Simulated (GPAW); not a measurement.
Crystal: CuO.

```xyz
4
Lattice="3.4221 0.0000 0.0000 0.0000 3.4221 0.0000 0.0000 0.0000 4.2605" Properties=species:S:1:pos:R:3 pbc="T T T"
Cu    0.0000    1.7110    0.0000
Cu    1.7110    0.0000    2.1302
O     0.0000    0.0000    1.0651
O     0.0000    0.0000    3.1953
```

Measurements of this composition are mostly on another form, of space group No. 15.

Program: GPAW 26.7.0. Alike in all runs: no spin polarisation; cell as given; k mesh 6 × 6 × 5; cutoff (eV) 800; smearing fermi-dirac 0.05 eV.

Order these runs on this cell by their pressure, lowest first.
A. level LDA; potentials or basis the program's PAW data sets (release 1.2.1) made for this functional, pw; band path GXMGZRAZ,XR,MA; band points 80
B. level BLYP; potentials or basis PAW data sets generated in the run's folder for this functional, pw; eigensolver davidson; band path GXMGZRAZ,XR,MA; band points 80
C. level SCAN; potentials or basis GPAW PAW data sets (gpaw-data 1.2.1), pw; band path GXMGZRAZ,XR,MA; band points 80
D. level r2SCAN+U; potentials or basis GPAW PAW data sets (gpaw-data 1.2.1), pw; U Cu d U = 5 eV

A (-13.2 GPa), C (-7.6 GPa), D (-5.7 GPa), B (2.1 GPa).

Caveats: with this Cu data set, volumes or pressures lay over 1.5 % or 2 GPa off other programs in two to four cells of ten; the run has no spin polarisation, though such a crystal can be magnetic; the PAW data sets were made with another functional, which shifts forces and pressure a little (some runs); U without spin polarisation on a metal has little footing (some runs).

Not every run made on this cell is shown here.
